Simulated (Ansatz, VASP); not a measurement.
## Two plane-wave programs on GaSb3

INCAR

```
SYSTEM = GaSb3
  PREC = Accurate
  ENCUT = 520
  EDIFF = 1E-6
  ISMEAR = 0
  SIGMA = 0.15
  LREAL = .FALSE.
  LASPH = .TRUE.
  NELM = 80
  ALGO = Normal
  ISIF = 2
  LWAVE = .FALSE.
  LCHARG = .FALSE.
  NBANDS = 22
```

File KPOINTS:

```
Automatic mesh
0
G
  10 10 10
  0 0 0
```

The input POSCAR:

```
GaSb3
1.0
    0.0000000000      3.6220011279      3.4890736865
    3.6220011279      0.0000000000      3.4890736865
    3.6220011279      3.6220011279      0.0000000000
Ga Sb
1 3
Direct
    0.0000000000      0.0000000000      0.0000000000
    0.2500000000      0.2500000000      0.2500000000
    0.7500000000      0.7500000000      0.7500000000
    0.5000000000      0.5000000000      0.5000000000
```

Input for Ansatz:

```yaml
crystal:
  lattice:
    - [0.0, 3.6220011279, 3.4890736865]
    - [3.6220011279, 0.0, 3.4890736865]
    - [3.6220011279, 3.6220011279, 0.0]
  atoms:
    - { symbol: Ga, position: [0.0, 0.0, 0.0] }
    - { symbol: Sb, position: [0.25, 0.25, 0.25] }
    - { symbol: Sb, position: [0.75, 0.75, 0.75] }
    - { symbol: Sb, position: [0.5, 0.5, 0.5] }
basis:
  ecutwfc: 420
kpoints:
  mp_grid: { grid: [10, 10, 10] }
hamiltonian:
  xc: lda
  pseudopotentials: { kind: paw, azcp: { folder: soft_1 } }
scf:
  occupations: { method: gaussian, width: 0.15 }
output:
  forces: true
  stress: true
  eigenvalues: true
```

Change from the starting cell: engineering shear strain xz +0.0000, normal strain along z -0.0367.

Alike in both runs: task single point; functional LDA; k mesh 10 × 10 × 10; occupations gaussian, width 0.15 eV; no spin polarisation.

|  | VASP | Ansatz |
| --- | --- | --- |
| version | VASP 6.6.1 | Ansatz 0.2.0 |
| potentials or method | VASP PAW LDA potentials, release 64 (Ga_d, Sb) | scalar-relativistic, plane waves, PAW |
| plane-wave cutoff (eV) | 520 | 420 |
| valence electrons in the cell | 28 | 58 |

```csv
,VASP,Ansatz,Ansatz less VASP
gap on the k mesh at the Fermi level (eV),none,none,-
pressure (GPa),3.0,2.9,-0.18
largest component of the traceless stress (GPa),0.96,0.93,-0.030
```

A gap of «none» marks a metal or a gap that the smearing closes. The two sets of potentials don't hold the same shells in valence. Ansatz warned: «pseudo_functional_mismatch».

Spin-orbit coupling is left out, which matters for the levels of Sb.
